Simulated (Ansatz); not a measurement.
**Au: start and end of a relaxation**

The guess for Au was made by a generator: random cell by space group and Wyckoff sites (P4/mmm, No. 123). Lengths were set from tabulated atomic sizes, so they are only a guess.

start.cif

```cif
data_structure
_symmetry_space_group_name_H-M 'P 1'
_symmetry_Int_Tables_number 1
_cell_length_a 2.5535
_cell_length_b 2.5535
_cell_length_c 2.8494
_cell_angle_alpha 90.000
_cell_angle_beta 90.000
_cell_angle_gamma 90.000
_cell_volume 18.58
loop_
_atom_site_label
_atom_site_type_symbol
_atom_site_fract_x
_atom_site_fract_y
_atom_site_fract_z
_atom_site_occupancy
Au1 Au 0.00000 0.00000 0.50000 1
```

Level of theory: DFT PBE, scalar-relativistic, plane waves, PAW (Ansatz). Cutoff 420 eV, Gaussian smearing, Γ-centred meshes. Cell and atoms relax first on a coarse mesh and then on a finer one. In between, the cell is made exact in the group found at 0.06 Å. In metals the finer mesh still leaves noise of several meV/atom or more. The steps can't lower the symmetry of their start. No spin polarisation.

end.cif

```cif
data_structure
_symmetry_space_group_name_H-M 'P 1'
_symmetry_Int_Tables_number 1
_cell_length_a 2.7484
_cell_length_b 2.7484
_cell_length_c 2.7484
_cell_angle_alpha 90.000
_cell_angle_beta 90.000
_cell_angle_gamma 90.000
_cell_volume 20.76
loop_
_atom_site_label
_atom_site_type_symbol
_atom_site_fract_x
_atom_site_fract_y
_atom_site_fract_z
_atom_site_occupancy
Au1 Au 0.00000 0.00000 0.00000 1
```

The symmetry goes from P4/mmm (No. 123) to Pm-3m (No. 221). The end has the simple cubic type. The volume per atom grows by 11.7 %, from 18.6 to 20.8 Å³. The shortest distance goes from 2.55 Å (Au–Au) to 2.75 Å (Au–Au). The energy falls by about 0.18 eV/atom (the start's value is from the coarse mesh). The end is written in a standard setting, so origin, axes and order of atoms can differ from the start's.

```json
{
  "Volume per atom": "20.76 Å³",
  "Density": "15.75 g/cm³",
  "Energy over the standard state": "+0.20 eV/atom",
  "Gap on the 20×20×20 mesh of the 1-atom cell": "0 eV (a metal)"
}
```

Energies count from the standard state of Au at the same level. It lies above the standard state, so it could only be metastable.

The last run used Gaussian smearing of 0.10 eV. These runs have no spin–orbit coupling, which can matter for Au. A structure relaxed within its symmetry needn't be a true minimum. In all, the 3 runs took 21 s on 1 thread of Intel(R) Xeon(R) Platinum 8488C (Sapphire Rapids), on a shared host.
